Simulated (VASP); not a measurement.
# CdTe (F-43m) in VASP: density of states with PBE

Aim: the density of states of CdTe with PBE.

Program: VASP 6.6.1. These are calculated values, not measurements. Logs are shortened: lines on timing, memory, paths and dates and some standing lists are left out, and cuts for length are marked.

### 1 Starting point

The structure is cubic, space group F-43m (No. 216). The conventional cell has a = 6.150 Å, b = 6.150 Å, c = 6.150 Å, α = 90.00°, β = 90.00°, γ = 90.00°. Cd (site symmetry -43m) is surrounded by 4 Te at 2.66 Å. Te (site symmetry -43m) is surrounded by 4 Cd at 2.66 Å.

The cell was built by a generator and needn't be a form met in nature.

### 2 Density of states, PBE

File POSCAR:

```
CdTe
1.0
    0.0000000000      3.0750320000      3.0750320000
    3.0750320000      0.0000000000      3.0750320000
    3.0750320000      3.0750320000      0.0000000000
Cd Te
1 1
Direct
    0.0000000000      0.0000000000      0.0000000000
    0.2500000000      0.2500000000      0.2500000000
```

File INCAR.step1:

```
  PREC = Accurate
  ENCUT = 520
  EDIFF = 1E-6
  ISMEAR = -1
  SIGMA = 0.0123
  LREAL = F
  LASPH = T
  NELM = 60
  ALGO = Normal
  ISIF = 2
  LWAVE = F
  LCHARG = T
  GGA = PE
  NBANDS = 16
```

File KPOINTS.step1:

```
regular mesh
0
Gamma
  7 7 7
```

File INCAR.step2:

```
  PREC = Accurate
  ENCUT = 520
  EDIFF = 1E-6
  ISMEAR = -5
  SIGMA = 0.0123
  LREAL = F
  LASPH = T
  NELM = 60
  ALGO = Normal
  ISIF = 2
  LWAVE = F
  LCHARG = F
  GGA = PE
  LORBIT = 11
  NEDOS = 2001
  ICHARG = 11
```

File KPOINTS.step2:

```
regular mesh
0
Gamma
  11 11 11
```

Potentials or basis: VASP PAW PBE potentials, release 64 (Cd, Te).

Run with:

```console
$ cat potpaw_PBE.64/Cd/POTCAR potpaw_PBE.64/Te/POTCAR > POTCAR
$ cp INCAR.step1 INCAR
$ cp KPOINTS.step1 KPOINTS
$ mpirun -np 1 vasp_std > vasp.out
$ cp INCAR.step2 INCAR
$ cp KPOINTS.step2 KPOINTS
$ mpirun -np 1 vasp_std > vasp.out
```

OUTCAR:

```text
PREC = Accurate
   ENCUT = 520
   EDIFF = 1E-6
   ISMEAR = -5
   LREAL = F
   LASPH = T
   NELM = 60
   ISIF = 2
   GGA = PE
   LORBIT = 11
   ICHARG = 11

 ion  position               nearest neighbor table
   1  0.000  0.000  0.000-   2 2.66   2 2.66   2 2.66   2 2.66
   2  0.250  0.250  0.250-   1 2.66   1 2.66   1 2.66   1 2.66

  LATTYP: Found a face centered cubic cell.
 ALAT       =     6.1500640000

  Lattice vectors:

 A1 = (   0.0000000000,   3.0750320000,   3.0750320000)
 A2 = (   3.0750320000,   0.0000000000,   3.0750320000)
 A3 = (   3.0750320000,   3.0750320000,   0.0000000000)

Analysis of symmetry for initial positions (statically):
=====================================================================
 Subroutine PRICEL returns:
 Original cell was already a primitive cell.

 Routine SETGRP: Setting up the symmetry group for a
 face centered cubic supercell.

 Subroutine GETGRP returns: Found 24 space group operations
 (whereof 24 operations were pure point group operations)
 out of a pool of 48 trial point group operations.

The static configuration has the point symmetry T_d .

Analysis of symmetry for dynamics (positions and initial velocities):
=====================================================================
 Subroutine PRICEL returns:
 Original cell was already a primitive cell.

 Routine SETGRP: Setting up the symmetry group for a
 face centered cubic supercell.

 Subroutine GETGRP returns: Found 24 space group operations
 (whereof 24 operations were pure point group operations)
 out of a pool of 48 trial point group operations.

The dynamic configuration has the point symmetry T_d .

 Subroutine INISYM returns: Found 24 space group operations
 (whereof 24 operations are pure point group operations),
 and found     1 'primitive' translations

----------------------------------------------------------------------------------------

                                     Primitive cell

  volume of cell :      58.1539

  direct lattice vectors                    reciprocal lattice vectors
     0.000000000  3.075032000  3.075032000    -0.162599934  0.162599934  0.162599934
     3.075032000  0.000000000  3.075032000     0.162599934 -0.162599934  0.162599934
     3.075032000  3.075032000  0.000000000     0.162599934  0.162599934 -0.162599934

  length of vectors
     4.348751959  4.348751959  4.348751959     0.281631347  0.281631347  0.281631347

  position of ions in fractional coordinates (direct lattice)
     0.000000000  0.000000000  0.000000000
     0.250000000  0.250000000  0.250000000

  ion indices of the primitive-cell ions
   primitive index   ion index
                 1           1
                 2           2

----------------------------------------------------------------------------------------

 KPOINTS: regular mesh

Automatic generation of k-mesh.
 Grid dimensions read from file:
 generate k-points for:   11   11   11

 Generating k-lattice:

  Cartesian coordinates                     Fractional coordinates (reciprocal lattice)
    -0.014781812  0.014781812  0.014781812     0.090909091  0.000000000  0.000000000
     0.014781812 -0.014781812  0.014781812     0.000000000  0.090909091  0.000000000
     0.014781812  0.014781812 -0.014781812     0.000000000  0.000000000  0.090909091

  Length of vectors
     0.025602850  0.025602850  0.025602850

  Shift w.r.t. Gamma in fractional coordinates (k-lattice)
     0.000000000  0.000000000  0.000000000

 TETIRR: Found    201 inequivalent tetrahedra from     7986

 Subroutine IBZKPT returns following result:
 ===========================================

 Found     56 irreducible k-points:

 Following reciprocal coordinates:
            Coordinates               Weight
  0.000000  0.000000  0.000000      1.000000
  0.090909  0.000000  0.000000      8.000000
  0.181818  0.000000  0.000000      8.000000
  0.272727  0.000000  0.000000      8.000000
  0.363636  0.000000  0.000000      8.000000
  0.454545  0.000000  0.000000      8.000000
[... 16 lines left out ...]
 -0.272727  0.181818  0.000000     24.000000
 -0.181818  0.181818  0.000000     12.000000
 [... further k-points ...]
   k-points           NKPTS =     56   k-points in BZ     NKDIM =     56   number of bands    NBANDS=     13
   number of dos      NEDOS =   2001   number of ions     NIONS =      2
   total plane-waves  NPLWV =  32768
   dimension x,y,z NGX =    32 NGY =   32 NGZ =   32
   dimension x,y,z NGXF=    64 NGYF=   64 NGZF=   64
   ions per type =               1   1
   NGX,Y,Z   is equivalent  to a cutoff of  12.23, 12.23, 12.23 a.u.
   NGXF,Y,Z  is equivalent  to a cutoff of  24.47, 24.47, 24.47 a.u.
 SYSTEM =  unknown system
   PREC   = accura    normal or accurate (medium, high low for compatibility)
   ISTART =      0    job   : 0-new  1-cont  2-samecut
   ICHARG =     11    charge: 1-file 2-atom 10-const
   ISPIN  =      1    spin polarized calculation?
   LNONCOLLINEAR =      F non collinear calculations
   LSORBIT =      F    spin-orbit coupling
   LASPH  =      T    aspherical Exc in radial PAW
   ENCUT  =  520.0 eV  38.22 Ry    6.18 a.u.   8.09  8.09  8.09*2*pi/ulx,y,z
   NELM   =     60;   NELMIN=  2; NELMDL=  0     # of ELM steps
   EDIFF  = 0.1E-05   stopping-criterion for ELM
   LREAL  =      F    real-space projection
[... 7 lines left out ...]
   TEBEG  =    0.0;   TEEND  =   0.0 temperature during run
   PSTRESS=    0.0 pullay stress
   NELECT =      18.0000    total number of electrons
   NUPDOWN=      -1.0000    fix difference up-down
   EMIN   =  10.00;   EMAX   =-10.00  energy-range for DOS
   EFERMI =   0.00;   METHOD = LEGACY
   ISMEAR =    -5;   SIGMA  =   0.01  broadening in eV -4-tet -1-fermi 0-gaus
   EFERMI_NEDOS =   21; number of points for ismear=-14 and -15
   IALGO  =     38    algorithm
   IMIX   =      4    mixing-type and parameters
     AMIX     =   0.40;   BMIX     =  1.00
     AMIX_MAG =   1.60;   BMIX_MAG =  1.00
  volume/ion in A,a.u.               =      29.08       196.22
  Fermi-wavevector in a.u.,A,eV,Ry     =   1.107404  2.092690 16.685413  1.226343
  Thomas-Fermi vector in A             =   2.243918
   LORBIT       =     11    0 simple, 1 ext, 2 COOP (PROOUT), +10 PAW based schemes
   GGA     = PE    functional components
   LHFCALC =     F    Hartree Fock is set to
   AEXX    =    0.0000 exact exchange contribution
   IVDW    =     0    specifies the selected vdW correction
   LEPSILON=     F    determine dielectric tensor
   LRPA    =     F    only Hartree local field effects (RPA)
 non-spin polarized calculation
 Fermi weights with tetrahedron method with Bloechl corrections
  energy-cutoff  :      520.00
  volume of cell :       58.15
 maximum number of plane-waves:      1584

 number of electron      18.0000009 magnetization

 Free energy of the ion-electron system (eV)
  ---------------------------------------------------
  ext. energy  EPLUGINS =         0.00000000
  ---------------------------------------------------
  free energy    TOTEN  =        -4.32527765 eV

  energy without entropy =       -4.32527765  energy(sigma->0) =       -4.32527765

 E-fermi :   3.9438     XC(G=0):  -9.3020

 val. band max:        3.9386012314   @ k =   0.0000   0.0000   0.0000
 cond. band min:       5.2043103331   @ k =   0.0000   0.0000   0.0000
 fundamental gap:      1.2657091017
 Fermi energy:         3.9437648725

 k-point     1 :       0.0000    0.0000    0.0000
  band No.  band energies     occupation
      1      -8.2770      2.00000
      2      -5.0402      2.00000
      3      -5.0402      2.00000
      4      -5.0402      2.00000
      5      -4.6423      2.00000
      6      -4.6423      2.00000
      7       3.9386      2.00000
      8       3.9386      2.00000
      9       3.9386      2.00000
     10       5.2043      0.00000
     11       8.3792      0.00000
     12       8.3792      0.00000
     13       8.3792      0.00000

 k-point     2 :       0.0909    0.0000    0.0000
  band No.  band energies     occupation
      1      -8.2329      2.00000
      2      -5.0309      2.00000
      3      -5.0309      2.00000
      4      -5.0142      2.00000
      5      -4.6434      2.00000
      6      -4.6434      2.00000
      7       3.0746      2.00000
      8       3.8315      2.00000
      9       3.8315      2.00000
     10       5.7941      0.00000
     11       8.3953      0.00000
     12       8.5299      0.00000
     13       8.5299      0.00000

 k-point     3 :       0.1818    0.0000    0.0000
  band No.  band energies     occupation
      1      -8.1132      2.00000
      2      -5.0070      2.00000
      3      -5.0070      2.00000
      4      -4.9246      2.00000
      5      -4.6451      2.00000
      6      -4.6451      2.00000
      7       1.7402      2.00000
      8       3.5733      2.00000
      9       3.5733      2.00000
     10       6.1856      0.00000
     11       8.8515      0.00000
     12       8.8515      0.00000
     13       8.8759      0.00000

 k-point     4 :       0.2727    0.0000    0.0000
  band No.  band energies     occupation
      1      -7.9555      2.00000
      2      -4.9787      2.00000
      3      -4.9787      2.00000
      4      -4.7447      2.00000
      5      -4.6433      2.00000
      6      -4.6433      2.00000
      7       0.4358      2.00000
      8       3.2808      2.00000
      9       3.2808      2.00000
     10       6.1306      0.00000
     11       9.0663      0.00000
     12       9.0663      0.00000
     13       9.9009      0.00000

 k-point     5 :       0.3636    0.0000    0.0000
  band No.  band energies     occupation
      1      -7.8117      2.00000
      2      -4.9566      2.00000
      3      -4.9566      2.00000
      4      -4.6368      2.00000
      5      -4.6368      2.00000
      6      -4.4672      2.00000
      7      -0.6777      2.00000
      8       3.0432      2.00000
      9       3.0432      2.00000
     10       5.9909      0.00000
     11       9.0741      0.00000
     12       9.0741      0.00000
     13      10.8138      0.00000
[... 257 lines left out ...]
 k-point    22 :      -0.3636    0.1818    0.0000
  band No.  band energies     occupation
      1      -7.6815      2.00000
      2      -4.9214      2.00000
      3      -4.9105      2.00000
      4      -4.6552      2.00000
      5      -4.6455      2.00000
      6      -4.1529      2.00000
      7      -1.0375      2.00000
      8       1.4505      2.00000
      9       2.7006      2.00000
     10       7.0552      0.00000
     11       8.7411      0.00000
     12       9.7419      0.00000
     13      11.0892      0.00000

 k-point    23 :      -0.2727    0.1818    0.0000
  band No.  band energies     occupation
      1      -7.7732      2.00000
      2      -4.9359      2.00000
      3      -4.9299      2.00000
      4      -4.6631      2.00000
      5      -4.6580      2.00000
      6      -4.4194      2.00000
      7      -0.2991      2.00000
      8       1.5667      2.00000
      9       3.0314      2.00000
     10       7.1866      0.00000
     11       8.9411      0.00000
     12       9.5098      0.00000
     13       9.9190      0.00000

 k-point    24 :      -0.1818    0.1818    0.0000
  band No.  band energies     occupation
      1      -7.9037      2.00000
      2      -4.9680      2.00000
      3      -4.9497      2.00000
      4      -4.7347      2.00000
      5      -4.6607      2.00000
      6      -4.5971      2.00000
      7       0.5540      2.00000
      8       2.0195      2.00000
      9       3.3700      2.00000
     10       7.1330      0.00000
     11       8.8481      0.00000
     12       9.1664      0.00000
     13       9.3742      0.00000

 [... further k-points ...]

------------------------ aborting loop because EDIFF is reached ----------------------------------------

  FORCE on cell =-STRESS in cart. coord.  units (eV):
  Direction    XX          YY          ZZ          XY          YZ          ZX
  --------------------------------------------------------------------------------------
  -------------------------------------------------------------------------------------
  Total        4.8290022      4.8290022      4.8290022     -0.0000000      0.0000000      0.0000000
  in kB      133.0420930    133.0420930    133.0420930     -0.0000000      0.0000000      0.0000000
  external PRESSURE =     133.0420930 kB  Pullay stress =       0.0000000 kB

 VOLUME and BASIS-vectors are now :
 -----------------------------------------------------------------------------
  energy-cutoff  :      520.00
  volume of cell :       58.15
      direct lattice vectors                 reciprocal lattice vectors
     0.000000000  3.075032000  3.075032000    -0.162599934  0.162599934  0.162599934
     3.075032000  0.000000000  3.075032000     0.162599934 -0.162599934  0.162599934
     3.075032000  3.075032000  0.000000000     0.162599934  0.162599934 -0.162599934

 POSITION                                       TOTAL-FORCE (eV/Angst)
 -----------------------------------------------------------------------------------
      0.00000      0.00000      0.00000        -0.000000     -0.000000      0.000000
      1.53752      1.53752      1.53752         0.000000      0.000000     -0.000000
 -----------------------------------------------------------------------------------
    total drift:                               -0.000000     -0.000000     -0.000001

  FREE ENERGIE OF THE ION-ELECTRON SYSTEM (eV)
  ---------------------------------------------------
  free  energy   TOTEN  =        -4.3252776460 eV

  energy  without entropy=       -4.3252776460  energy(sigma->0) =       -4.32527765

 total charge

# of ion       s       p       d       tot
------------------------------------------
    1        0.503   0.422   9.529  10.455
    2        1.346   2.147   0.035   3.527
--------------------------------------------------
tot          1.849   2.569   9.564  13.982
```

Run time: 17 s. Hardware: 1 thread of Intel Xeon Platinum 8488C (Sapphire Rapids), shared host; peak memory 0.2 GiB.

Results:

```
Valence electrons inside the program's atomic spheres : Cd 10.46; Te 3.53
```

States per cell in windows of 1 eV (zero at the valence-band top; states under -8 eV left out):
```csv
from (eV),total,Te2_p,Cd1_p,Cd1_d,Cd1_s,Te2_d,Te2_s
-8.0,0.64,0.00,0.00,0.49,0.01,0.00,0.07
-7.0,0.00,0.00,0.00,0.00,0.00,0.00,0.00
-6.0,0.44,0.11,0.01,0.01,0.10,0.00,0.01
-5.0,1.07,0.26,0.02,0.05,0.22,0.00,0.03
-4.0,0.68,0.19,0.04,0.04,0.05,0.00,0.02
-3.0,1.65,0.57,0.14,0.08,0.04,0.01,0.02
-2.0,1.60,0.64,0.13,0.09,0.02,0.01,0.01
-1.0,0.55,0.25,0.04,0.04,0.00,0.00,0.00
0.0,0.00,0.00,0.00,0.00,0.00,0.00,0.00
1.0,0.01,0.00,0.00,0.00,0.00,0.00,0.00
2.0,0.83,0.07,0.04,0.02,0.13,0.04,0.06
3.0,1.52,0.16,0.08,0.05,0.21,0.09,0.07
4.0,1.55,0.17,0.15,0.05,0.09,0.12,0.02
5.0,1.61,0.15,0.22,0.05,0.03,0.16,0.02
6.0,1.06,0.13,0.13,0.04,0.02,0.10,0.02
7.0,1.08,0.14,0.12,0.04,0.02,0.10,0.01
```
